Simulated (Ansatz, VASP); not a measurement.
# InAs in two plane-wave programs, part 3 of 3

One calculation is typed for both programs; each brings its own data sets. How far apart do they land? The cell is taken from a series of runs on this material, whose earlier steps may have relaxed, scaled, displaced or heated it; both programs get it as it stands.

VASP 6.6.1 and Ansatz 0.2.0.

So far: The starting structure; Ansatz: zone-centre phonons, LDA; VASP: zone-centre phonons, LDA.

### 3. VASP: zone-centre phonons, LDA (continued)

Level of this step: LDA; plane waves and PAW (As, In_d) (VASP).

Numbers of over 12 decimals in the logs are rounded to 6 here.

Parts of OUTCAR (step 3):

```text
ion  position               nearest neighbor table
   1  0.748  0.748  0.752-   2 2.60   2 2.60   2 2.61   2 2.61
   2  0.002  0.002  0.998-   1 2.60   1 2.60   1 2.61   1 2.61

  LATTYP: Found a body centered orthorhombic cell.
 ALAT       =     4.1755128525
 B/A-ratio  =     1.0209079933
 C/A-ratio  =     1.4588892371

 Subroutine GETGRP returns: Found  2 space group operations
 (whereof  2 operations were pure point group operations)

The static configuration has the point symmetry C_1h.

   k-points           NKPTS =   1728   k-points in BZ     NKDIM =   1728   number of bands    NBANDS=     15

   dimension x,y,z NGX =    32 NGY =   32 NGZ =   30
   dimension x,y,z NGXF=    64 NGYF=   64 NGZF=   60

   ENCUT  =  500.0 eV  36.75 Ry    6.06 a.u.   7.77  7.77  7.61*2*pi/ulx,y,z

   NELECT =      18.0000    total number of electrons

 k-points in reciprocal lattice and weights: Points of the shifted mesh
   0.04166667  0.04166667  0.04166667       0.001
   0.04166667  0.04166667  0.12500000       0.001
   0.04166667  0.04166667  0.20833333       0.001
   0.04166667  0.04166667  0.29166667       0.001
   0.04166667  0.04166667  0.37500000       0.001
   0.04166667  0.04166667  0.45833333       0.001
   0.04166667  0.04166667  0.54166667       0.001
   0.04166667  0.04166667  0.62500000       0.001
   0.04166667  0.04166667  0.70833333       0.001
[...]
0.95833333  0.95833333  0.87500000       0.001
   0.95833333  0.95833333  0.95833333       0.001

 average (electrostatic) potential at core
       1 -52.9328       2 -95.9394

  Total        0.3273200      0.3273200      0.0596531      0.2712742     -0.0016486     -0.0016486
  in kB        9.6733027      9.6733027      1.7629297      8.0169774     -0.0487208     -0.0487210
  external PRESSURE =       7.0365117 kB  Pullay stress =       0.0000000 kB

  energy-cutoff  :      500.00
  volume of cell :       54.21
      direct lattice vectors                 reciprocal lattice vectors
    -0.030865775  2.983399228  3.045805380    -0.165877917  0.165877917  0.164160193
     2.983399228 -0.030865775  3.045805380     0.165877917 -0.165877917  0.164160193
     2.952533453  2.952533453  0.000000000     0.169346091  0.169346091 -0.164160193

 POSITION                                       TOTAL-FORCE (eV/Angst)
 -----------------------------------------------------------------------------------
      4.42874      4.42874      4.55789         0.000062      0.000062     -0.001591
      2.95259      2.95259      0.01082        -0.000062     -0.000062      0.001591
 -----------------------------------------------------------------------------------
    total drift:                               -0.000087     -0.000087      0.000339

 Eigenvectors and eigenvalues of the dynamical matrix
 ----------------------------------------------------

   1 f  =    6.591411 THz    41.415056 2PiTHz  219.865801 cm-1    27.259873 meV
             X         Y         Z           dx          dy          dz
      4.428742  4.428742  4.557889     0.028218    0.028218    0.777113
      2.952591  2.952591  0.010819    -0.022867   -0.022867   -0.627261

   2 f  =    6.559796 THz    41.216412 2PiTHz  218.811231 cm-1    27.129123 meV
             X         Y         Z           dx          dy          dz
      4.428742  4.428742  4.557889     0.549285    0.549285   -0.040016
      2.952591  2.952591  0.010819    -0.443810   -0.443810    0.032203

   3 f  =    6.497720 THz    40.826377 2PiTHz  216.740598 cm-1    26.872397 meV
             X         Y         Z           dx          dy          dz
      4.428742  4.428742  4.557889     0.550146   -0.550146    0.000000
      2.952591  2.952591  0.010819    -0.444229    0.444229   -0.000000

   4 f/i=    0.000865 THz     0.005434 2PiTHz    0.028847 cm-1     0.003577 meV
             X         Y         Z           dx          dy          dz
      4.428742  4.428742  4.557889    -0.439695   -0.439695   -0.091261
      2.952591  2.952591  0.010819    -0.544175   -0.544175   -0.112946

   5 f/i=    0.001220 THz     0.007668 2PiTHz    0.040707 cm-1     0.005047 meV
             X         Y         Z           dx          dy          dz
      4.428742  4.428742  4.557889     0.444229   -0.444229   -0.000000
      2.952591  2.952591  0.010819     0.550146   -0.550146   -0.000000

   6 f/i=    0.002558 THz     0.016069 2PiTHz    0.085310 cm-1     0.010577 meV
             X         Y         Z           dx          dy          dz
      4.428742  4.428742  4.557889     0.064489    0.064489   -0.621422
      2.952591  2.952591  0.010819     0.079899    0.079899   -0.769902

 ELASTIC MODULI CONTR FROM IONIC RELAXATION (kBar)
 Direction    XX          YY          ZZ          XY          YZ          ZX
 --------------------------------------------------------------------------------
 XX          -0.3866     -0.3853     -0.7394    -10.1065      1.3318     -0.5598
 YY          -0.3853     -0.3866     -0.7394    -10.1813      0.8171      0.0312
 ZZ          -0.7394     -0.7394     -1.4216    -19.4938      1.1303     -1.3306
 XY         -10.1065    -10.1813    -19.4938   -269.6094      1.7192      1.5317
 YZ           1.3318      0.8171      1.1303      1.7192   -273.1431    -18.7794
 ZX          -0.5598      0.0312     -1.3306      1.5317    -18.7794   -270.5903
 --------------------------------------------------------------------------------
```

### 4. Differences

Known differences besides the potentials themselves: the two LDA forms differ slightly; the data sets hold 28 valence electrons in Ansatz (on its PAW soft_1 files) and 18 in VASP; the cutoff is 420 eV in Ansatz and 500 eV in VASP; VASP's log shows a relativistic correction to its local exchange, Ansatz's none. Total energies have different zeros and are not compared.

The two programs side by side:

```csv
quantity,Ansatz,VASP,difference
optical mode 1 (cm⁻¹),215.8,216.7,-0.44 %
optical mode 2 (cm⁻¹),217.9,218.8,-0.43 %
optical mode 3 (cm⁻¹),218.9,219.9,-0.42 %
```

Modes are paired by rising frequency, not by their patterns, so a pair may set unlike modes beside each other; they are those without the splitting of longitudinal modes.

### 5. Results

* r.m.s. difference of the optical zone-centre modes, each program's sorted by frequency (zone-centre phonons, LDA): 0.94 cm⁻¹

**Reading.** The r.m.s. difference of the optical zone-centre modes, each program's sorted by frequency is 0.94 cm⁻¹ (zone-centre phonons, LDA). The data sets hold unlike numbers of valence electrons (28 in Ansatz and 18 in VASP), so part of the differences comes from the potentials. How closely two codes agree says nothing of how well the functional describes the real material.

[Lines on the potential files, build, host, timing and source positions are cut from VASP's logs without a mark.]

[Logs are printed without paths, hosts, clocks, repeated set-up lines and the standing remarks that a program may print on its own settings, such as how far it seeks lower states.]

[Hosts, paths, dates, database ids (printed as entryN), source tags and the programs' standing remarks are cut or masked in the printed files.]
